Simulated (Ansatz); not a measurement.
Input and command of a plane-wave DFT calculation in Ansatz:

```yaml
crystal:
  lattice:
    - [-1.56042162, 1.56042162, 4.22180559]
    - [1.56042162, -1.56042162, 4.22180559]
    - [1.56042162, 1.56042162, -4.22180559]
  atoms:
    - { symbol: Al, position: [0.65920219, 0.65920219, 0.0] }
    - { symbol: Al, position: [0.34079781, 0.34079781, 0.0] }
    - { symbol: Ru, position: [0.0, 0.0, 0.0] }
basis:
  ecutwfc: 420
kpoints:
  mp_grid: { grid: [26, 26, 26] }
hamiltonian:
  xc: pbesol
scf:
  occupations: { method: gaussian, width: 0.1 }
output:
  forces: true
  stress: true
  eigenvalues: true
```

```bash
ansatz run input.yaml --threads 1 --pin off --max-ram 2560MiB --backend cpu --events-out ev --progress --plain --runs-dir out
```

Processor: Intel(R) Xeon(R) 6975P-C (Granite Rapids), 1 thread, on a host shared with other jobs.

Problem. Estimate time, memory and problem size.

Solution. About 18 s on 1 thread of Intel(R) Xeon(R) 6975P-C (Granite Rapids) (shared host), peak memory 0.96 GiB. It solves 15 bands at 1330 k points (the mesh reduced by symmetry) with about 795 plane waves, in 6 SCF iterations.
